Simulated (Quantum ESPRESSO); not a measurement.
**LiH: zone-centre phonons and dielectric response under several settings**

```
CELL_PARAMETERS angstrom
0.00000 2.03675 2.03675
2.03675 0.00000 2.03675
2.03675 2.03675 0.00000
ATOMIC_POSITIONS crystal
Li 0.00000 0.00000 0.00000
H 0.50000 0.50000 0.50000
```

All runs used Quantum ESPRESSO 7.5; potentials GBRV 1.5 PBE; k mesh 6 × 6 × 6, shifted; no spin polarisation; cutoff 612 eV; occupations smeared at first, fixed for the response.

| level | geometry | volume (Å³/atom) | pressure (GPa) | lowest optical mode without the field (cm⁻¹) | highest mode with the field (cm⁻¹) | ε∞ (mean) | ε0 (mean) | Born charge of atom 1 (e) | sum of the Born charges (e) |
| --- | --- | --- | --- | --- | --- | --- | --- | --- | --- |
| PBE | relaxed at 0 GPa | 8.04 | 0.0 | 587 | 1084 | 4.19 | 14.3 | 1.01 | 0.01 |
| PBE | relaxed at 5 GPa | 7.17 | 5.0 | 703 | 1167 | 4.30 | 11.9 | 0.99 | 0.02 |
| PBE | relaxed at 10 GPa | 6.59 | 10.0 | 790 | 1232 | 4.39 | 10.7 | 0.97 | 0.02 |
| PBE | relaxed at 20 GPa | 5.82 | 20.0 | 921 | 1335 | 4.50 | 9.5 | 0.95 | 0.03 |
| PBE | relaxed at 40 GPa | ? | 40.0 | ? | ? | ? | ? | ? | ? |

Problem. What stands in the row left open?

Solution. Volume 4.93 Å³/atom; lowest optical mode without the field 1107 cm⁻¹; highest mode with the field 1486 cm⁻¹; ε∞ 4.62; ε0 8.3; Born charge of atom 1 0.92 e; sum of the Born charges 0.05 e.

Caveats: the volume moved by over 15 % at a fixed basis, so the end points are rough (some runs); the cell is more than 3 GPa from zero pressure, which shifts response properties (some runs).

For the row left open. Caveat: the volume moved by over 15 % at a fixed basis, so the end points are rough; the cell is more than 3 GPa from zero pressure, which shifts response properties.
